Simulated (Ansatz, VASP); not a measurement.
# One calculation of Ta, two programs

The input POSCAR:

```
Ta
1.0
    0.0000000000      2.1038338316      2.1038338316
    2.1038338316      0.0000000000      2.1038338316
    2.1038338316      2.1038338316      0.0000000000
Ta
1
Direct
    0.0000000000      0.0000000000      0.0000000000
```

The input INCAR.step1:

```
SYSTEM = Ta
ALGO     = Normal         ! electronic algorithm
EDIFF    = 1E-4           ! SCF threshold, eV
ENCUT    = 520            ! plane-wave cutoff, eV
GGA      = PE             ! functional
ISMEAR   = -1             ! smearing method
LASPH    = .True.         ! aspherical terms in the spheres
LCHARG   = .False.        ! write CHGCAR
LREAL    = .False.        ! projectors in reciprocal space
LWAVE    = .True.         ! write WAVECAR
NBANDS   = 12             ! bands
NELM     = 80             ! most SCF steps
PREC     = Accurate       ! precision mode
SIGMA    = 0.1            ! smearing width, eV
```

The input INCAR.step2:

```
SYSTEM = Ta
ALGO     = Normal         ! electronic algorithm
EDIFF    = 1E-7           ! SCF threshold, eV
ENCUT    = 520            ! plane-wave cutoff, eV
ISIF     = 2              ! what is computed and relaxed
ISMEAR   = -1             ! smearing method
ISTART   = 1            
LASPH    = .True.         ! aspherical terms in the spheres
LCHARG   = .True.         ! write CHGCAR
LELF     = .True.         ! ELF
LMIXTAU  = .True.       
LREAL    = .False.        ! projectors in reciprocal space
LVHAR    = .True.       
LWAVE    = .False.        ! write WAVECAR
METAGGA  = R2SCAN         ! meta-GGA
NBANDS   = 12             ! bands
NELM     = 80             ! most SCF steps
PREC     = Accurate       ! precision mode
SIGMA    = 0.1            ! smearing width, eV
```

The input KPOINTS:

```
k-points
0
Gamma
  14 14 14
  0 0 0
```

Input for Ansatz:

```yaml
crystal:
  lattice:
    - [0.0, 2.1038338316, 2.1038338316]
    - [2.1038338316, 0.0, 2.1038338316]
    - [2.1038338316, 2.1038338316, 0.0]
  atoms:
    - { symbol: Ta, position: [0.0, 0.0, 0.0] }
hamiltonian:
  xc: r2scan
  pseudopotentials:
    kind: paw
    azcp:
      Ta: "pseudopotentials/Ta.paw.azcp"
basis:
  ecutwfc: 500
  fft_grid_basis: typed
kpoints:
  mp_grid: { grid: [14, 14, 14], shift: [0, 0, 0] }
magnetization:
  spin_polarized: false
scf:
  occupations: { method: fermi_dirac, width: 0.1 }
  lower_state_search: "off"
output:
  stress: true
```

Alike in both runs: task single point; functional r2SCAN; k mesh 14 × 14 × 14; occupations fermi-dirac, width 0.1 eV; no spin polarisation.

```csv
,VASP,Ansatz
version,VASP 6.6.1,Ansatz 0.2.0
potentials or method,"VASP PAW PBE potentials, release 64 (Ta_pv)","plane waves (500 eV) with PAW, scalar-relativistic"
plane-wave cutoff (eV),520,500
valence electrons in the cell,11,13
```

```tsv
	VASP	Ansatz	Ansatz less VASP
pressure (GPa)	0.6	0.1	-0.51
```

The two sets of potentials don't hold the same shells in valence.

Caveats: the PAW data sets were made with another functional, which shifts forces and pressure a little (VASP). Spin-orbit coupling is left out, which matters for the levels of Ta.
